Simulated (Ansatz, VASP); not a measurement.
## PbSe in VASP and in Ansatz

INCAR

```
SYSTEM = PbSe
ALGO = Normal
EDIFF = 1E-6
ENCUT = 520
GGA = PS
ISIF = 2
ISMEAR = 0
LASPH = .TRUE.
LCHARG = .FALSE.
LREAL = .FALSE.
LWAVE = .FALSE.
NBANDS = 17
NELM = 100
PREC = Accurate
SIGMA = 0.01
```

File KPOINTS:

```
k-points
0
G
  10 10 10
  0 0 0
```

File POSCAR:

```
PbSe
1.0
    0.0000000000      3.0515241166      3.0515241166
    3.0515241166      0.0000000000      3.0515241166
    3.0515241166      3.0515241166      0.0000000000
Pb Se
1 1
Direct
    0.0000000000      0.0000000000      0.0000000000
    0.5000000000      0.5000000000      0.5000000000
```

Input for Ansatz:

```yaml
crystal:
  lattice:
    - [0.0, 3.0515241166, 3.0515241166]
    - [3.0515241166, 0.0, 3.0515241166]
    - [3.0515241166, 3.0515241166, 0.0]
  atoms:
    - { symbol: Pb, position: [0.0, 0.0, 0.0] }
    - { symbol: Se, position: [0.5, 0.5, 0.5] }
basis:
  ecutwfc: 420
kpoints:
  mp_grid: { grid: [10, 10, 10] }
  band_path: { path: [VBM, CBM], npoints: 2 }
hamiltonian:
  xc: pbesol
scf:
  occupations: { method: gaussian, width: 0.01 }
output:
  forces: true
  stress: true
  eigenvalues: true
```

Alike in both runs: task single point; functional PBEsol; k mesh 10 × 10 × 10; occupations gaussian, width 0.01 eV; no spin polarisation.

```csv
,VASP,Ansatz
version,VASP 6.6.1,Ansatz 0.2.0
potentials or method,"VASP PAW PBE potentials, release 64 (Pb_d, Se)","scalar-relativistic, plane waves, PAW"
plane-wave cutoff (eV),520,420
valence electrons in the cell,20,30
```

```csv
,VASP,Ansatz,Ansatz less VASP
gap on the k mesh at the Fermi level (eV),0.17,0.17,-0.004
least direct gap on the mesh (eV),0.17,0.17,-0.004
pressure (GPa),0.0,0.0,+0.01
```

The functional is the same, so the differences come from potentials, cutoffs and numerics. The two sets of potentials don't hold the same shells in valence.

Caveats: the PAW data sets were made with another functional, which shifts forces and pressure a little (VASP); spin-orbit coupling is left out, which as a rule narrows the gap of such compounds by several tenths of an eV.
